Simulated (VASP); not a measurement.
# SnS (Pnma) in VASP: settings compared

Aim: see how the results for SnS move with the level of theory and the settings. Levels: LDA, PBEsol. Tasks: relaxation of cell and atoms.

Program: VASP 6.6.1. These are calculated values, not measurements. Logs are shortened: lines on timing, memory, paths and dates and some standing lists are left out, and cuts for length are marked.

## 1. The crystal as given

It takes space group Pnma (No. 62, orthorhombic). The conventional cell has a = 10.960 Å, b = 3.949 Å, c = 4.199 Å, α = 90.00°, β = 90.00°, γ = 90.00°. Sn (site symmetry m) has 3 S at 2.62 to 2.65 Å as nearest neighbours. Around S (site symmetry m) lie 3 Sn at 2.62 to 2.65 Å.

## 2. Relaxation of cell and atoms, LDA

INCAR

```
ALGO = Normal
EDIFF = 1E-7
EDIFFG = -0.005
ENCUT = 600
IBRION = 2
ISIF = 3
ISMEAR = 0
KPAR = 2
LASPH = T
LCHARG = F
LREAL = F
LWAVE = F
NELM = 80
NSW = 90
PREC = Accurate
SIGMA = 0.03
```

KPOINTS

```
k-points
0
Gamma
  4 8 6
```

POSCAR

```
SnS                                     
1.0
   10.9600978954      0.0000000000      0.0000000000
    0.0000000000      3.9485512464      0.0000000000
    0.0000000000      0.0000000000      4.1994780185
  Sn              S             
     4     4
Direct
     0.1171268378582451    0.2500000000000000    0.1129553441528476
     0.3828731621417549    0.7500000000000000    0.6129553441528477
     0.6171268378582452    0.2500000000000000    0.3870446558471524
     0.8828731621417548    0.7500000000000000    0.8870446558471523
     0.8539653480455417    0.2500000000000000    0.4721416653791105
     0.6460346519544583    0.7500000000000000    0.9721416653791105
     0.3539653480455416    0.2500000000000000    0.0278583346208895
     0.1460346519544582    0.7500000000000000    0.5278583346208895
```

Potentials or basis: VASP PAW LDA potentials, release 64 (Sn_d, S).

Launch:

```sh
> cat potpaw_LDA.64/Sn_d/POTCAR potpaw_LDA.64/S/POTCAR > POTCAR
> mpirun -np 2 vasp_std > vasp.out
```

OUTCAR:

```text
EDIFF = 1E-7
   EDIFFG = -0.005
   ENCUT = 600
   IBRION = 2
   ISIF = 3
   ISMEAR = 0
   LASPH = T
   LREAL = F
   NELM = 80
   NSW = 90
   PREC = Accurate

 ion  position               nearest neighbor table
   1  0.117  0.250  0.113-   7 2.62   8 2.65   8 2.65   8 3.17   8 3.17   5 3.25   4 3.37   4 3.37

   2  0.383  0.750  0.613-   8 2.62   7 2.65   7 2.65   7 3.17   7 3.17   6 3.25   3 3.37   3 3.37

   3  0.617  0.250  0.387-   5 2.62   6 2.65   6 2.65   6 3.17   6 3.17   7 3.25   2 3.37   2 3.37

   4  0.883  0.750  0.887-   6 2.62   5 2.65   5 2.65   5 3.17   5 3.17   8 3.25   1 3.37   1 3.37

   5  0.854  0.250  0.472-   3 2.62   4 2.65   4 2.65   4 3.17   4 3.17   1 3.25
   6  0.646  0.750  0.972-   4 2.62   3 2.65   3 2.65   3 3.17   3 3.17   2 3.25
   7  0.354  0.250  0.028-   1 2.62   2 2.65   2 2.65   2 3.17   2 3.17   3 3.25
   8  0.146  0.750  0.528-   2 2.62   1 2.65   1 2.65   1 3.17   1 3.17   4 3.25

  LATTYP: Found a simple orthorhombic cell.
 ALAT       =     3.9485512464
 B/A-ratio  =     1.0635490732
 C/A-ratio  =     2.7757263896

  Lattice vectors:

 A1 = (   0.0000000000,   3.9485512464,   0.0000000000)
 A2 = (   0.0000000000,   0.0000000000,   4.1994780185)
 A3 = (  10.9600978954,   0.0000000000,   0.0000000000)

Analysis of symmetry for initial positions (statically):
=====================================================================
 Subroutine PRICEL returns:
 Original cell was already a primitive cell.

 Routine SETGRP: Setting up the symmetry group for a
 simple orthorhombic supercell.

 Subroutine GETGRP returns: Found  8 space group operations
 (whereof  2 operations were pure point group operations)
 out of a pool of  8 trial point group operations.

The static configuration has the point symmetry S_2 .
 The point group associated with its full space group is D_2h.

Analysis of symmetry for dynamics (positions and initial velocities):
=====================================================================
 Subroutine PRICEL returns:
 Original cell was already a primitive cell.

 Routine SETGRP: Setting up the symmetry group for a
 simple orthorhombic supercell.

 Subroutine GETGRP returns: Found  8 space group operations
 (whereof  2 operations were pure point group operations)
 out of a pool of  8 trial point group operations.

The dynamic configuration has the point symmetry S_2 .
 The point group associated with its full space group is D_2h.

 Subroutine INISYM returns: Found  8 space group operations
 (whereof  2 operations are pure point group operations),
 and found     1 'primitive' translations

----------------------------------------------------------------------------------------

                                     Primitive cell

[... 126 lines left out ...]
   LORBIT       =      0    0 simple, 1 ext, 2 COOP (PROOUT), +10 PAW based schemes
   GGA     = CA    functional components
   LHFCALC =     F    Hartree Fock is set to
   AEXX    =    0.0000 exact exchange contribution
   IVDW    =     0    specifies the selected vdW correction
   LEPSILON=     F    determine dielectric tensor
   LRPA    =     F    only Hartree local field effects (RPA)
 conjugate gradient relaxation of ions
 non-spin polarized calculation
 Gauss-broadening in eV      SIGMA  =   0.03
  energy-cutoff  :      600.00
  volume of cell :      181.74
 maximum number of plane-waves:      6106
 NGX is ok and might be reduce to    90
   NGX = 43   NGY = 15   NGZ = 17

--------------------------------------- Ionic step        1  -------------------------------------------

 number of electron      79.9999982 magnetization

 Free energy of the ion-electron system (eV)
  ---------------------------------------------------
  ext. energy  EPLUGINS =         0.00000000
  ---------------------------------------------------
  free energy    TOTEN  =       -40.50394811 eV

  energy without entropy =      -40.50394811  energy(sigma->0) =      -40.50394811

------------------------ aborting loop because EDIFF is reached ----------------------------------------

  FORCE on cell =-STRESS in cart. coord.  units (eV):
  Direction    XX          YY          ZZ          XY          YZ          ZX
  --------------------------------------------------------------------------------------
  -------------------------------------------------------------------------------------
  Total        0.0052775      0.0076794     -0.0406267      0.0000000     -0.0000000      0.0000000
  in kB        0.0465257      0.0677003     -0.3581581      0.0000000     -0.0000000      0.0000000
  external PRESSURE =      -0.0813107 kB  Pullay stress =       0.0000000 kB
[... 107 lines left out ...]
  FREE ENERGIE OF THE ION-ELECTRON SYSTEM (eV)
  ---------------------------------------------------
  free  energy   TOTEN  =       -40.5040270807 eV

  energy  without entropy=      -40.5040270807  energy(sigma->0) =      -40.50402708

[... ionic steps 4 to 18 ...]

--------------------------------------- Ionic step       19  -------------------------------------------

 number of electron      79.9999983 magnetization

------------------------ aborting loop because EDIFF is reached ----------------------------------------
[... 79 lines left out ...]
--------------------------------------- Ionic step       21  -------------------------------------------

 number of electron      79.9999984 magnetization

 Free energy of the ion-electron system (eV)
  ---------------------------------------------------
  ext. energy  EPLUGINS =         0.00000000
  ---------------------------------------------------
  free energy    TOTEN  =       -40.50440043 eV

  energy without entropy =      -40.50440043  energy(sigma->0) =      -40.50440043

 E-fermi :   6.9749     XC(G=0): -10.4696

 val. band max:        6.8138041340   @ k =   0.5000   0.0000   0.5000
 cond. band min:       7.4359338313   @ k =   0.0000   0.0000   0.0000
 fundamental gap:      0.6221296973
 Fermi energy:         6.9748643844

 k-point     1 :       0.0000    0.0000    0.0000
  band No.  band energies     occupation
      1     -14.4872      2.00000
      2     -14.4580      2.00000
      3     -14.4554      2.00000
      4     -14.4452      2.00000
      5     -14.4446      2.00000
      6     -14.4420      2.00000
[... 1213 lines left out ...]
     47      10.3901      0.00000
     48      10.3901      0.00000

 [... further k-points ...]
[... 5 lines left out ...]
  --------------------------------------------------------------------------------------
  -------------------------------------------------------------------------------------
  Total        0.0198827     -0.0103724     -0.0194803      0.0000000      0.0000000      0.0000000
  in kB        0.1754647     -0.0915366     -0.1719129      0.0000000      0.0000000      0.0000000
  external PRESSURE =      -0.0293283 kB  Pullay stress =       0.0000000 kB
[... 23 lines left out ...]
  FREE ENERGIE OF THE ION-ELECTRON SYSTEM (eV)
  ---------------------------------------------------
  free  energy   TOTEN  =       -40.5044004296 eV

  energy  without entropy=      -40.5044004296  energy(sigma->0) =      -40.50440043

 reached required accuracy - stopping structural energy minimisation
```

OSZICAR:

```text
N       E                     dE             d eps       ncg     rms          rms(c)
DAV:   1     0.956538682115E+03    0.95654E+03   -0.40442E+04  6280   0.249E+03
DAV:   2     0.134026606630E+03   -0.82251E+03   -0.79870E+03  5768   0.711E+02
[... 166 lines left out ...]
DAV:   1    -0.405042748079E+02    0.94403E-04   -0.32730E-02  6152   0.816E-01    0.667E-02
DAV:   2    -0.405044176603E+02   -0.14285E-03   -0.18041E-03  8544   0.270E-01    0.284E-02
DAV:   3    -0.405044069143E+02    0.10746E-04   -0.39187E-05  8136   0.420E-02    0.229E-02
DAV:   4    -0.405044008052E+02    0.61091E-05   -0.11721E-05  7968   0.295E-02    0.735E-03
DAV:   5    -0.405044004109E+02    0.39433E-06   -0.40028E-06  7072   0.129E-02    0.358E-03
DAV:   6    -0.405044004296E+02   -0.18721E-07   -0.42966E-07  5640   0.566E-03
  21 F= -.40504400E+02 E0= -.40504400E+02  d E =-.463823E-04
```

CONTCAR:

```text
SnS
   1.00000000000000
    10.9710924967095576    0.0000000000000000    0.0000000000000000
     0.0000000000000000    3.9532880331097173    0.0000000000000001
     0.0000000000000000   -0.0000000000000003    4.1858959940672076
  Sn              S
     4     4
Direct
     0.1175939769901106    0.2500000000000000    0.1092327725978405
     0.3824060230098894    0.7500000000000000    0.6092327725978406
     0.6175939769901106    0.2500000000000000    0.3907672274021595
     0.8824060230098894    0.7500000000000000    0.8907672274021594
     0.8539704413135398    0.2500000000000000    0.4733150603285274
     0.6460295586864602    0.7500000000000000    0.9733150603285273
     0.3539704413135397    0.2500000000000000    0.0266849396714727
     0.1460295586864603    0.7500000000000000    0.5266849396714727

  0.00000000E+00  0.00000000E+00  0.00000000E+00
  0.00000000E+00  0.00000000E+00  0.00000000E+00
  0.00000000E+00  0.00000000E+00  0.00000000E+00
  0.00000000E+00  0.00000000E+00  0.00000000E+00
  0.00000000E+00  0.00000000E+00  0.00000000E+00
  0.00000000E+00  0.00000000E+00  0.00000000E+00
  0.00000000E+00  0.00000000E+00  0.00000000E+00
  0.00000000E+00  0.00000000E+00  0.00000000E+00
```

Wall time 25 min (2 MPI ranks of Intel Xeon 6975P-C (Granite Rapids), shared host); peak memory 0.58 GiB.

What came out:

```
Free energy                            : -40.5044 eV
Relaxed volume                         : 22.69 Å³/atom
Relaxed cell                           : a = 10.971 Å, b = 3.953 Å, c = 4.186 Å, α = 90.00°, β = 90.00°, γ = 90.00°
Space group after relaxing (to 0.05 Å) : Pnma (No. 62)
Energy gained by relaxing              : 0.1 meV/atom
Ionic steps                            : 21
Pressure after relaxing                : 0.0 GPa
Largest force after relaxing           : 0.004 eV/Å
Band gap on the k mesh                 : 0.62 eV, indirect (least direct gap 1.03 eV)
```

Forces in eV/Å, atoms in the order of the input:
```
Sn   0.003  0.000  0.000
Sn  -0.003  0.000  0.000
Sn   0.003  0.000  0.000
Sn  -0.003  0.000  0.000
S    0.002  0.000  0.003
S   -0.002  0.000  0.003
S    0.002  0.000 -0.003
S   -0.002  0.000 -0.003
```

The path:
```tsv
step	energy change (eV)	largest force (eV/Å)	pressure (GPa)	volume (Å³)
1	0.0000	0.0108	-0.01	181.74
2	0.0000	0.0099	0.00	181.71
3	-0.0001	0.0119	0.05	181.62
4	-0.0001	0.0115	0.04	181.64
5	-0.0001	0.0104	0.02	181.69
6	-0.0002	0.0082	-0.03	181.80
7	-0.0002	0.0076	-0.04	181.84
8	-0.0002	0.0073	-0.04	181.83
9	-0.0003	0.0077	-0.03	181.78
10	-0.0003	0.0128	-0.01	181.68
11	-0.0003	0.0101	-0.01	181.72
12	-0.0003	0.0089	0.00	181.68
13	-0.0003	0.0059	0.02	181.55
14	-0.0004	0.0060	0.01	181.57
15	-0.0004	0.0074	-0.01	181.59
16	-0.0004	0.0103	-0.04	181.63
17	-0.0004	0.0085	-0.02	181.61
18	-0.0004	0.0077	0.00	181.58
19	-0.0004	0.0079	0.02	181.51
20	-0.0004	0.0069	0.01	181.52
21	-0.0005	0.0037	0.00	181.55
```

Final structure:
```
Sn S
1.0
    10.97109    0.00000    0.00000
     0.00000    3.95329    0.00000
     0.00000    0.00000    4.18590
Sn S
4 4
Direct
  0.11759 0.25000 0.10923
  0.38241 0.75000 0.60923
  0.61759 0.25000 0.39077
  0.88241 0.75000 0.89077
  0.85397 0.25000 0.47332
  0.64603 0.75000 0.97332
  0.35397 0.25000 0.02668
  0.14603 0.75000 0.52668
```

Caveat: spin-orbit coupling is left out, which moves the levels of the heavy elements.

(Continued in part 2 of 3.)
